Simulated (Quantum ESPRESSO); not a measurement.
## Te2Mo: single point with PBE

Te2Mo, a slab with vacuum:

```
Te Mo
1.0
     6.36161    0.00000    0.00000
     0.00000    3.48040    0.00000
    -0.08574    0.00000   36.17589
Te Mo
4 2
Direct
  0.42925 0.75000 0.54070
  0.57075 0.25000 0.45930
  0.92085 0.25000 0.55653
  0.07915 0.75000 0.44347
  0.18135 0.25000 0.49747
  0.81865 0.75000 0.50253
```

* Program: Quantum ESPRESSO 7.5
* Task: single point
* Functional: PBE
* Potentials or basis: SSSP 1.3 efficiency PBE
* Cutoff: 816 eV
* Density cutoff: 5987 eV
* k mesh: 4 × 8 × 1
* Occupations: fermi-dirac, width 0.05 eV
* Spin: no spin polarisation
* Mixing beta: 0.5
* Most SCF iterations: 120
* SCF threshold: 1.2e-09 Ry

| Property | Result |
| --- | --- |
| Largest force | 0.433 eV/Å |
| Band gap on the k mesh | none (metal or under the smearing width) |

Forces on the atoms (eV/Å):
```
Te   0.048  0.000  0.132
Te  -0.048  0.000 -0.132
Te  -0.035  0.000  0.432
Te   0.035  0.000 -0.432
Mo   0.077  0.000  0.033
Mo  -0.077  0.000 -0.033
```

Stress tensor (GPa, compression positive):
```
0.22 0.00 0.00
0.00 0.15 0.00
0.00 0.00 0.43
```

Levels at points of the mesh, in eV from the Fermi level:
```csv
k point,band 23,band 24,band 25,band 26,band 27,band 28,band 29,band 30
"(0.00, 0.00, 0.00)",-0.93,-0.60,-0.30,0.18,0.65,1.08,1.69,2.10
"(0.00, -0.50, 0.00)",-1.59,-1.59,-1.39,-1.39,1.16,1.16,1.44,1.44
"(-0.50, 0.00, 0.00)",-1.24,-0.81,-0.76,-0.65,0.11,1.07,1.44,1.83
"(-0.50, -0.50, 0.00)",-1.71,-1.71,-0.84,-0.84,1.08,1.08,1.88,1.88
```

It took 10 min on 2 MPI ranks on Arm Neoverse N1 (shared host), peak memory 2.8 GiB a rank.

Spin-orbit coupling is left out, which matters for the levels of Te.
